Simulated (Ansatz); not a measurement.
Relaxed-ion elastic tensor of GeO2 (rutile, P4_2/mnm) in GPa (Voigt order), plane-wave PAW LDA (Ansatz code); density 6.33 g/cm³, 9.16 Å³ per atom.

```
320  197  180  0.0  0.0  0.0
197  320  180  0.0  0.0  0.0
180  180  569  0.0  0.0  0.0
0.0  0.0  0.0  152  0.0  0.0
0.0  0.0  0.0  0.0  152  0.0
0.0  0.0  0.0  0.0  0.0  261
```

Is the crystal mechanically stable?

Yes: the smallest eigenvalue of C is 123 GPa.

Work out the Voigt, Reuss and Hill averages.

K_V = 258, K_R = 245, K_H = 252; G_V = 157, G_R = 125, G_H = 141 GPa.

Give Young's modulus, Poisson's ratio, Pugh's ratio and the universal anisotropy index.

E = 9KG/(3K + G) = 357 GPa; ν = 0.26; K/G = 1.78 (near the Pugh limit of 1.75, no verdict); A_U = 5G_V/G_R + K_V/K_R − 6 = 1.31.

Estimate the sound speeds and the Debye temperature.

v_l = √((K + 4G/3)/ρ) = 8340 m/s, v_t = √(G/ρ) = 4720 m/s, mean 5250 m/s; Θ = (h/k)(3n/4πV)^(1/3) v_m = 747 K.

Solve the Christoffel equation for the three sound speeds along x, y, z.

Eigenvalues of C_ijkl n_j n_l equal ρv². In km/s, slowest first: x 4.91, 6.43, 7.12; y 4.91, 6.43, 7.12; z 4.91, 4.91, 9.49.

How much does each axis shrink under pressure?

Linear compressibilities β_i = Σ_j S_ij (j = 1 to 3): x 1.7, y 1.7, z 0.69 per TPa.

Symmetry was held in the LDA relaxation; phonons on a q-mesh show no instability.

Potentials: the later of the program's two PAW sets.
